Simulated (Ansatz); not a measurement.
**Pb under changes of volume**

One of the cells (30.323 Å³/atom); the others are scaled copies at fixed shape and fractional positions:

```
Pb
1.0
     0.00000    2.47502    2.47502
     2.47502    0.00000    2.47502
     2.47502    2.47502    0.00000
Pb
1
Direct
  0.00000 0.00000 0.00000
```

```yaml
Program: Ansatz 0.2.0
Functional: SVWN5
Potentials_or_basis: Ansatz PAW
Cutoff: "420 eV (not typed: the program's choice for these potentials)"
k_mesh: 9 × 9 × 9
Occupations: fermi-dirac, width 0.05 eV
Spin: no spin polarisation
```

```tsv
volume (Å³/atom)	energy over the lowest point (meV/atom)	pressure (GPa)
28.503	1.25	0.9
29.110	0.00	-0.3
29.716	3.00	-1.3
30.323	9.75	-2.2
30.929	?	?
31.535	32.41	-3.7
32.142	47.52	-4.3
```

What does the run at 30.929 Å³/atom give?

Energy over the lowest point 19.72 meV/atom; pressure -3.0 GPa.

Worked out: A Birch-Murnaghan fit of order 3 (a polynomial in V^(-2/3)) to the other rows has its minimum at 28.97 Å³/atom with B0 = V·E''(V) = 56 GPa and B' = 5.8. It gives 19.69 meV/atom at 30.929 Å³/atom, against the run's 19.72, and -dE/dV = -3.0 GPa, against -3.0.

Energies are extrapolated to zero smearing.

Caveats: the PAW data sets come from PBE, with cores solved anew for the run's functional, which leaves a small shift of forces and pressure.
